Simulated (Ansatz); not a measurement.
Take a crystal in which Sr has been replaced by Be on all its sites, with the cell rescaled by a rough guess (in some cases also distorted within its space group) and nothing relaxed:

```
Be C
1.0
     2.02525    1.16928    1.85577
    -2.02525    1.16928    1.85577
     0.00000   -2.33856    1.85577
Be C
1 2
Cartesian
  0.0000 0.0000 0.0000
  0.0000 0.0000 3.2934
  0.0000 0.0000 2.2739
```

Level of theory: DFT PBEsol, scalar-relativistic, plane waves, PAW in Ansatz.

Plane waves to 420 eV, a k mesh through Γ of 12×12×12 on the computed 3-atom cell and Gaussian smearing (0.02 eV); no spin polarisation.

Q: What pressure does the cell carry?

A: The pressure is 71.7 GPa (positive in compression), so the cell would expand.

Q: Is it a metal on this mesh?

A: No: the gap is 0.42 eV, the least direct gap 0.95 eV.

Q: What is its energy against the elements in their standard states?

A: +3.103 eV/atom at this unrelaxed geometry, with the elements in the same functional.

Some atoms are far too close here, so the PAW spheres overlap strongly and the numbers are rough.